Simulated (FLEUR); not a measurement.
# MoP (P-6m2) in FLEUR: notebook

One crystal, MoP, is run at these levels: AM05; tasks: band structure, equation of state.

All numbers are computed with FLEUR MaX-R8.1 (later development tree); they aren't measurements. Logs are shortened: lines on timing, memory, paths and dates and some standing lists are left out, and cuts for length are marked.

## (1) Starting point

It takes space group P-6m2 (No. 187, hexagonal). Conventional cell: a = 3.223 Å, b = 3.223 Å, c = 3.191 Å, α = 90.00°, β = 90.00°, γ = 120.00°. Mo (site symmetry -6m2) has 6 P at 2.45 Å as nearest neighbours. Around P (site symmetry -6m2) lie 6 Mo at 2.45 Å.

## (2) Band structure, AM05

Contents of inp.xml:

```xml
<?xml version="1.0" encoding="UTF-8" standalone="no"?>
<fleurInput fleurInputVersion="0.39">
   <comment>
      MoP                                                                                                 
   </comment>
   <calculationSetup>
      <cutoffs Kmax="5.33" Gmax="16.5" GmaxXC="16.5" numbands="0"/>
      <scfLoop itmax="60" minDistance="0.00001" maxIterBroyd="15" imix="Anderson" alpha="0.05" precondParam="0.0" spinf="2.0" sdNocoIR="T"/>
      <coreElectrons ctail="T" frcor="F" kcrel="0" coretail_lmax="0"/>
      <xcFunctional name="LibXC" relativisticCorrections="F">
         <LibXCName exchange="gga_x_am05" correlation="gga_c_am05"/>
      </xcFunctional>
      <magnetism jspins="1"/>
      <soc l_soc="F" theta="0.0" phi="0.0" spav="F"/>
      <expertModes spex="0" secvar="F"/>
      <geometryOptimization l_f="F" forcealpha="1.0" forcemix="BFGS" epsdisp="0.00001" epsforce="0.00001"/>
      <ldaU l_linMix="F" mixParam="0.05" spinf="1.0"/>
   </calculationSetup>
   <cell>
      <bzIntegration valenceElectrons="25.0" mode="hist" fermiSmearingEnergy="0.00183747">
         <kPointListSelection listName="default-1"/>
         <!-- k-points included here -->
         <xi:include xmlns:xi="http://www.w3.org/2001/XInclude" href="kpts.xml"> </xi:include>
      </bzIntegration>
      <!-- symmetry operations included here -->
      <xi:include xmlns:xi="http://www.w3.org/2001/XInclude" href="sym.xml"> </xi:include>
[... 34 lines left out ...]
         </electronConfig>
         <energyParameters s="3" p="3" d="3" f="4"/>
         <lo type="SCLO" l="1" n="2" eDeriv="0"/>
         <lo type="SCLO" l="0" n="3" eDeriv="2"/>
         <lo type="SCLO" l="2" n="3" eDeriv="2"/>
         <lo type="SCLO" l="3" n="4" eDeriv="2"/>
      </species>
   </atomSpecies>
   <atomGroups>
      <atomGroup species="Molybdenum (Mo)">
         <relPos label="                   1">.0000000000 .0000000000 .0000000000</relPos>
         <force calculate="T" relaxXYZ="TTT"/>
      </atomGroup>
      <atomGroup species="Phosphorous (P)">
         <relPos label="                   2">1.000/3.000 -1.000/3.000 1.000/2.000</relPos>
         <force calculate="T" relaxXYZ="TTT"/>
      </atomGroup>
   </atomGroups>
   <output dos="F" band="F" slice="F">
      <checks vchk="F" cdinf="F"/>
      <bandDOS minEnergy="-.5*Htr" maxEnergy="0.5*Htr" sigma="0.015" storeEVData="T"/>
      <vacuumDOS vacdos="F" integ="F" star="F" nstars="0" locx1="0.0" locy1="0.0" locx2="0.0" locy2="0.0" nstm="0" tworkf="0.0"/>
      <unfoldingBand unfoldBand="F" supercellX="1" supercellY="1" supercellZ="1"/>
      <plotting iplot="0" polar="F">
         <plot TwoD="T" vec1="  1.0  0.0  0.0" vec2="  0.0  1.0  0.0" vec3="  0.0  0.0  1.0" zero="  0.0  0.0  0.0" file="plot"/>
      </plotting>
      <chargeDensitySlicing numkpt="0" minEigenval="0.0" maxEigenval="0.0" nnne="0" pallst="F"/>
      <specialOutput eonly="F"/>
      <moessbauerParams electricFieldGradient="T" isomerShift="T" coreHyperfine="T" valenceHyperfine="T"/>
      <magneticCircularDichroism mcd="F" energyLo="-10.0" energyUp="0.0"/>
   </output>
  <!-- We include the file relax.xml here to enable relaxations (see documentation) -->
  <xi:include xmlns:xi="http://www.w3.org/2001/XInclude" href="relax.xml"> <xi:fallback/> </xi:include>
</fleurInput>
```

Contents of crystal.txt:

```
MoP
&input cartesian=F /
3.2230000000  0.0000000000  0.0000000000
-1.6115000000  2.7911998764  0.0000000000
0.0000000000  0.0000000000  3.1910000000
1.8897261246
1.0 1.0 1.0

2
42 0.0000000000  0.0000000000  0.0000000000
15 0.3333333333  0.6666666667  0.5000000000

&kpt div1=10 div2=10 div3=8 gamma=T /
```

Contents of inp.xml (bands):

```
<?xml version="1.0" encoding="UTF-8" standalone="no"?>
<fleurInput fleurInputVersion="0.39">
   <comment>
      MoP                                                                                                 
   </comment>
   <calculationSetup>
      <cutoffs Kmax="5.33" Gmax="16.5" GmaxXC="16.5" numbands="0"/>
      <scfLoop itmax="60" minDistance="0.00001" maxIterBroyd="15" imix="Anderson" alpha="0.05" precondParam="0.0" spinf="2.0" sdNocoIR="T"/>
      <coreElectrons ctail="T" frcor="F" kcrel="0" coretail_lmax="0"/>
      <xcFunctional name="LibXC" relativisticCorrections="F">
         <LibXCName exchange="gga_x_am05" correlation="gga_c_am05"/>
      </xcFunctional>
      <magnetism jspins="1"/>
      <soc l_soc="F" theta="0.0" phi="0.0" spav="F"/>
      <expertModes spex="0" secvar="F"/>
      <geometryOptimization l_f="F" forcealpha="1.0" forcemix="BFGS" epsdisp="0.00001" epsforce="0.00001"/>
      <ldaU l_linMix="F" mixParam="0.05" spinf="1.0"/>
   </calculationSetup>
   <cell>
      <bzIntegration valenceElectrons="25.0" mode="hist" fermiSmearingEnergy="0.00183747">
         <kPointListSelection listName="path-1"/>
         <!-- k-points included here -->
         <xi:include xmlns:xi="http://www.w3.org/2001/XInclude" href="kpts.xml"> </xi:include>
      </bzIntegration>
      <!-- symmetry operations included here -->
      <xi:include xmlns:xi="http://www.w3.org/2001/XInclude" href="sym.xml"> </xi:include>
      <bulkLattice scale="1.0">
[... 33 lines left out ...]
         </electronConfig>
         <energyParameters s="3" p="3" d="3" f="4"/>
         <lo type="SCLO" l="1" n="2" eDeriv="0"/>
         <lo type="SCLO" l="0" n="3" eDeriv="2"/>
         <lo type="SCLO" l="2" n="3" eDeriv="2"/>
         <lo type="SCLO" l="3" n="4" eDeriv="2"/>
      </species>
   </atomSpecies>
   <atomGroups>
      <atomGroup species="Molybdenum (Mo)">
         <relPos label="                   1">.0000000000 .0000000000 .0000000000</relPos>
         <force calculate="T" relaxXYZ="TTT"/>
      </atomGroup>
      <atomGroup species="Phosphorous (P)">
         <relPos label="                   2">1.000/3.000 -1.000/3.000 1.000/2.000</relPos>
         <force calculate="T" relaxXYZ="TTT"/>
      </atomGroup>
   </atomGroups>
   <output dos="F" band="T" slice="F">
      <checks vchk="F" cdinf="F"/>
      <bandDOS minEnergy="-.5*Htr" maxEnergy="0.5*Htr" sigma="0.015" storeEVData="T"/>
      <vacuumDOS vacdos="F" integ="F" star="F" nstars="0" locx1="0.0" locy1="0.0" locx2="0.0" locy2="0.0" nstm="0" tworkf="0.0"/>
      <unfoldingBand unfoldBand="F" supercellX="1" supercellY="1" supercellZ="1"/>
      <plotting iplot="0" polar="F">
         <plot TwoD="T" vec1="  1.0  0.0  0.0" vec2="  0.0  1.0  0.0" vec3="  0.0  0.0  1.0" zero="  0.0  0.0  0.0" file="plot"/>
      </plotting>
      <chargeDensitySlicing numkpt="0" minEigenval="0.0" maxEigenval="0.0" nnne="0" pallst="F"/>
      <specialOutput eonly="F"/>
      <moessbauerParams electricFieldGradient="T" isomerShift="T" coreHyperfine="T" valenceHyperfine="T"/>
      <magneticCircularDichroism mcd="F" energyLo="-10.0" energyUp="0.0"/>
   </output>
  <!-- We include the file relax.xml here to enable relaxations (see documentation) -->
  <xi:include xmlns:xi="http://www.w3.org/2001/XInclude" href="relax.xml"> <xi:fallback/> </xi:include>
</fleurInput>
```

Potentials or basis: all-electron, FLAPW.

The run is started by

```console
$ inpgen -f crystal.txt -profile fastHighL
$ # inp.xml edited to the form shown
$ fleur_MPI
$ fleur_MPI   # second run, on inp.xml (bands)
```

The log of the run:

```text
Welcome to FLEUR        (www.flapw.de)
      MaX-Release 8.1          (www.max-centre.eu)
 func_ids         135         120         135         120
The functional 'Armiento & Mattsson 05' is an exchange functional, it belongs to the 'GGA' family and is defined in the reference(s):
[1] R. Armiento and A. E. Mattsson.,  Phys. Rev. B 72, 085108 (2005)
[2] A. E. Mattsson, R. Armiento, J. Paier, G. Kresse, J. M. Wills, and T. R. Mattsson.,  J. Chem. Phys. 128, 084714 (2008)
The functional 'Armiento & Mattsson 05' is a correlation functional, it belongs to the 'GGA' family and is defined in the reference(s):
[1] R. Armiento and A. E. Mattsson.,  Phys. Rev. B 72, 085108 (2005)
[2] A. E. Mattsson, R. Armiento, J. Paier, G. Kresse, J. M. Wills, and T. R. Mattsson.,  J. Chem. Phys. 128, 084714 (2008)
 Using same functional for VXC and EXC

 ========== k-point set info ==========
 Selected k-point list: default-1
 k-point list type: mesh
 10 x 10 x 8
 Number of k points: 70

 ------------Calculation Setup---------------------------
 Number of MPI-tasks      :            1
 Number of PE/node        :            1
 Number of OMP-threads    :            1
 Most efficient MPI parallelization for:
           1           2           5           7          10          14          35          70
 Additional eigenvalue parallelization possible
 Number of basis functions:          585
 Approximate size of matrices (H+S) per k-point:         0.010 GB
 --------------------------------------------------------
 Iteration:     1   Distance:      15.89462878 me/bohr^3
 Iteration:     2   Distance:      13.69620394 me/bohr^3
 Iteration:     3   Distance:       6.13954459 me/bohr^3
 Iteration:     4   Distance:       6.47486134 me/bohr^3
 Iteration:     5   Distance:       1.67219288 me/bohr^3
 Iteration:     6   Distance:       0.85770995 me/bohr^3
 Iteration:     7   Distance:       0.16672417 me/bohr^3
 Iteration:     8   Distance:       0.04424297 me/bohr^3
 Iteration:     9   Distance:       0.03128938 me/bohr^3
 Iteration:    10   Distance:       0.00338301 me/bohr^3
 Iteration:    11   Distance:       0.00106815 me/bohr^3
 Iteration:    12   Distance:       0.00076806 me/bohr^3
 Iteration:    13   Distance:       0.00006890 me/bohr^3
 Iteration:    14   Distance:       0.00007206 me/bohr^3
 Iteration:    15   Distance:       0.00001486 me/bohr^3
 Iteration:    16   Distance:       0.00001368 me/bohr^3
 Iteration:    17   Distance:       0.00000198 me/bohr^3

 ********************************************************************
 Run finished successfully
 Stop message:
   all done
 ********************************************************************
```

Run time: 2 min. Hardware: 1 thread of Intel Xeon 6975P-C (Granite Rapids), shared host; peak memory 0.09 GiB.

Results:

| Item | Value |
| --- | --- |
| Free energy | -119370.1603 eV |
| Band gap along the path | none (metal or under the smearing width) |
| Valence electrons inside the program's atomic spheres | Mo 12.24; P 8.34 (radii Mo 2.45, P 1.84 bohr) |

Levels at the corners of the path, in eV from the Fermi level:
```
point  band 10  band 11  band 12  band 13  band 14  band 15
    Γ    -3.29    -3.29    -0.68     0.29     0.29     4.16
    M    -3.92    -3.77    -1.25    -0.41     1.73     2.38
    K    -5.28    -3.73    -1.51    -0.05     0.67     0.80
    Γ    -3.29    -3.29    -0.68     0.29     0.29     4.16
    A    -2.70    -2.70    -1.67    -1.67     1.33     2.96
    L    -5.29    -4.41    -1.07     1.46     1.84     3.56
    H    -5.70    -3.24    -1.33     1.54     3.34     4.24
    A    -2.70    -2.70    -1.67    -1.67     1.33     2.96
    L    -5.29    -4.41    -1.07     1.46     1.84     3.56
    M    -3.92    -3.77    -1.25    -0.41     1.73     2.38
    K    -5.28    -3.73    -1.51    -0.05     0.67     0.80
    H    -5.70    -3.24    -1.33     1.54     3.34     4.24
```

Core levels (eV from the Fermi level):
| atom | levels |
| --- | --- |
| 1 Mo | 1s1/2 -19784.4, 2s1/2 -2791.8, 2p1/2 -2569.1, 2p3/2 -2462.7, 3s1/2 -472.2, 3p1/2 -387.5, 3p3/2 -369.9, 3d3/2 -219.9, 3d5/2 -216.5 |
| 2 P | 1s1/2 -2071.6, 2s1/2 -168.3 |

## (3) Equation of state, AM05, 13.49 Å³/atom (volume scaled by 0.94)

Changes to inp.xml since step 2:

```diff
@@ -6,3 +6,3 @@
    <calculationSetup>
-      <cutoffs Kmax="5.33" Gmax="16.5" GmaxXC="16.5" numbands="0"/>
+      <cutoffs Kmax="5.51" Gmax="17.1" GmaxXC="17.1" numbands="0"/>
       <scfLoop itmax="60" minDistance="0.00001" maxIterBroyd="15" imix="Anderson" alpha="0.05" precondParam="0.0" spinf="2.0" sdNocoIR="T"/>
@@ -26,3 +26,3 @@
       <xi:include xmlns:xi="http://www.w3.org/2001/XInclude" href="sym.xml"> </xi:include>
-      <bulkLattice scale="1.0">
+      <bulkLattice scale="0.9795861087">
          <bravaisMatrix>
@@ -36,3 +36,3 @@
       <species name="Molybdenum (Mo)" element="Mo" atomicNumber="42">
-         <mtSphere radius="2.45" gridPoints="811" logIncrement="0.016"/>
+         <mtSphere radius="2.38" gridPoints="811" logIncrement="0.016"/>
          <atomicCutoffs lmax="10" lnonsphr="8"/>
@@ -53,3 +53,3 @@
       <species name="Phosphorous (P)" element="P" atomicNumber="15">
-         <mtSphere radius="1.84" gridPoints="609" logIncrement="0.019"/>
+         <mtSphere radius="1.78" gridPoints="609" logIncrement="0.019"/>
          <atomicCutoffs lmax="8" lnonsphr="6"/>
```

Potentials or basis: all-electron, FLAPW.

The run is started by

```console
$ inpgen -f crystal.txt -profile fastHighL
$ # inp.xml edited to the form shown
$ fleur_MPI
```

Run time: 1.9 min. Hardware: 1 thread of Intel Xeon 6975P-C (Granite Rapids), shared host; peak memory 0.09 GiB.

Results (log left out):

- Free energy: -119370.1393 eV
- Band gap on the k mesh: none (metal or under the smearing width)
- Valence electrons inside the program's atomic spheres: Mo 12.12; P 8.19 (radii Mo 2.38, P 1.78 bohr)

## (4) Equation of state, AM05, 13.78 Å³/atom (volume scaled by 0.96)

Changes to inp.xml since step 3:

```diff
@@ -26,3 +26,3 @@
       <xi:include xmlns:xi="http://www.w3.org/2001/XInclude" href="sym.xml"> </xi:include>
-      <bulkLattice scale="0.9795861087">
+      <bulkLattice scale="0.9864848297">
          <bravaisMatrix>
```

The run is started by

```console
$ inpgen -f crystal.txt -profile fastHighL
$ # inp.xml edited to the form shown
$ fleur_MPI
```

It took 2.1 min on 1 thread of Intel Xeon 6975P-C (Granite Rapids), shared host; peak memory 0.09 GiB.

Results (log left out):

| Property | Result |
| --- | --- |
| Free energy | -119370.1654 eV |
| Band gap on the k mesh | none (metal or under the smearing width) |
| Valence electrons inside the program's atomic spheres | Mo 12.07; P 8.17 (radii Mo 2.38, P 1.78 bohr) |

## (5) Equation of state, AM05, 14.35 Å³/atom

Changes to inp.xml since step 4:

```diff
@@ -26,3 +26,3 @@
       <xi:include xmlns:xi="http://www.w3.org/2001/XInclude" href="sym.xml"> </xi:include>
-      <bulkLattice scale="0.9864848297">
+      <bulkLattice scale="1.0000000000">
          <bravaisMatrix>
```

The run is started by

```console
$ inpgen -f crystal.txt -profile fastHighL
$ # inp.xml edited to the form shown
$ fleur_MPI
```

Run time: 2.3 min. Hardware: 1 thread of Intel Xeon 6975P-C (Granite Rapids), shared host; peak memory 0.09 GiB.

Results (log left out):

* Free energy: -119370.1604 eV
* Band gap on the k mesh: none (metal or under the smearing width)
* Valence electrons inside the program's atomic spheres: Mo 11.99; P 8.14 (radii Mo 2.38, P 1.78 bohr)

## (6) Equation of state, AM05, 14.93 Å³/atom (volume scaled by 1.04)

Changes to inp.xml since step 5:

```diff
@@ -26,3 +26,3 @@
       <xi:include xmlns:xi="http://www.w3.org/2001/XInclude" href="sym.xml"> </xi:include>
-      <bulkLattice scale="1.0000000000">
+      <bulkLattice scale="1.0131594038">
          <bravaisMatrix>
```

Potentials or basis: all-electron, FLAPW.

The run is started by

```console
$ inpgen -f crystal.txt -profile fastHighL
$ # inp.xml edited to the form shown
$ fleur_MPI
```

Run time: 2.5 min. Hardware: 1 thread of Intel Xeon 6975P-C (Granite Rapids), shared host; peak memory 0.09 GiB.

It converged, with:

```
Free energy                                           : -119370.0916 eV
Band gap on the k mesh                                : none (metal or under the smearing width)
Valence electrons inside the program's atomic spheres : Mo 11.91; P 8.11 (radii Mo 2.38, P 1.78 bohr)
```

## (7) Equation of state, AM05, 15.21 Å³/atom (volume scaled by 1.06)

Changes to inp.xml since step 6:

```diff
@@ -26,3 +26,3 @@
       <xi:include xmlns:xi="http://www.w3.org/2001/XInclude" href="sym.xml"> </xi:include>
-      <bulkLattice scale="1.0131594038">
+      <bulkLattice scale="1.0196128224">
          <bravaisMatrix>
```

The run is started by

```console
$ inpgen -f crystal.txt -profile fastHighL
$ # inp.xml edited to the form shown
$ fleur_MPI
```

Run time: 2.8 min. Hardware: 1 thread of Intel Xeon 6975P-C (Granite Rapids), shared host; peak memory 0.09 GiB.

It converged, with:

```
Free energy                                           : -119370.0374 eV
Band gap on the k mesh                                : none (metal or under the smearing width)
Valence electrons inside the program's atomic spheres : Mo 11.88; P 8.10 (radii Mo 2.38, P 1.78 bohr)
```

## (8) Equation of state, AM05

This step only gathers the single runs of the series.

Results:

* Equilibrium volume: 14.02 Å³/atom
* Bulk modulus at fixed shape and positions: 246 GPa
* Pressure derivative of the bulk modulus: 4.4 (rough: it moves with the points fitted)

Energy against volume, from the lowest point:
```csv
volume (Å³/atom),energy (meV/atom)
13.492,13.08
13.779,0.00
14.353,2.53
14.927,36.91
15.214,64.00
```

Caveat: the cell was scaled at fixed shape and fractional positions, which overstates the stiffness of a crystal with free parameters, most of all of layers and chains.
